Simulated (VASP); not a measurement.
InAs: relaxation of cell and atoms with PBE+MBD

Crystal: InAs.

```
In As
1.0
     0.00000    3.01800    3.01800
     3.01800    0.00000    3.01800
     3.01800    3.01800    0.00000
In As
1 1
Cartesian
  0.0000 0.0000 0.0000
  4.5270 4.5270 4.5270
```

```
Program                : VASP 6.6.1
Task                   : relaxation of cell and atoms
Functional             : PBE
Dispersion             : MBD
Potentials or basis    : VASP PAW PBE potentials, release 64 (In_d, As)
Cutoff                 : 600 eV
k mesh                 : 8 × 8 × 8
Occupations            : fermi-dirac, width 0.05 eV
Spin                   : no spin polarisation
Further INCAR settings : ALGO = Fast; EDIFF = 1e-06; IBRION = 2; EDIFFG = -0.005; NSW = 40; ISIF = 3
```

| Item | Value |
| --- | --- |
| Relaxed volume | 28.75 Å³/atom |
| Relaxed cell | a = 4.332 Å, b = 4.332 Å, c = 4.332 Å, α = 60.00°, β = 60.00°, γ = 60.00° |
| Space group after relaxing (to 0.05 Å) | F-43m (No. 216) |
| Energy gained by relaxing | 10.0 meV/atom |
| Ionic steps | 3 |
| Pressure after relaxing | 0.0 GPa |
| Band gap on the k mesh | none (metal or under the smearing width) |
| Hirshfeld charges | In +0.19; As -0.19 e |
| Dispersion energy per atom | -0.276 eV |

Step by step:
| step | energy change (eV) | largest force (eV/Å) | pressure (GPa) | volume (Å³) |
| --- | --- | --- | --- | --- |
| 1 | 0.0000 | 0.0000 | 2.64 | 54.98 |
| 2 | -0.0161 | 0.0000 | -1.04 | 58.67 |
| 3 | -0.0199 | 0.0000 | -0.02 | 57.49 |

Final structure:
```
In As
1.0
     0.00000    3.06335    3.06335
     3.06335    0.00000    3.06335
     3.06335    3.06335    0.00000
In As
1 1
Cartesian
  0.0000 0.0000 0.0000
  4.5950 4.5950 4.5950
```

Levels at points of the mesh, in eV from the Fermi level:
| k point | band 6 | band 7 | band 8 | band 9 | band 10 | band 11 | band 12 | band 13 |
| --- | --- | --- | --- | --- | --- | --- | --- | --- |
| (0.00, 0.00, 0.00) | -11.67 | -0.45 | -0.05 | -0.05 | -0.05 | 3.84 | 3.84 | 3.84 |
| (0.50, 0.00, 0.00) | -10.31 | -5.62 | -0.98 | -0.98 | 0.82 | 4.60 | 4.60 | 6.75 |
| (0.50, 0.50, 0.00) | -9.81 | -5.72 | -2.24 | -2.24 | 1.56 | 2.00 | 8.89 | 8.95 |

Wall time 100 s on 1 thread of AMD EPYC 9R14 (Zen 4), with other jobs on the host, peak memory 0.2 GiB.

Caveat: this crystal is a semiconductor, whose small gap the functional closes, so the metal is an error of the method. Zero-point motion and thermal expansion aren't in these numbers.
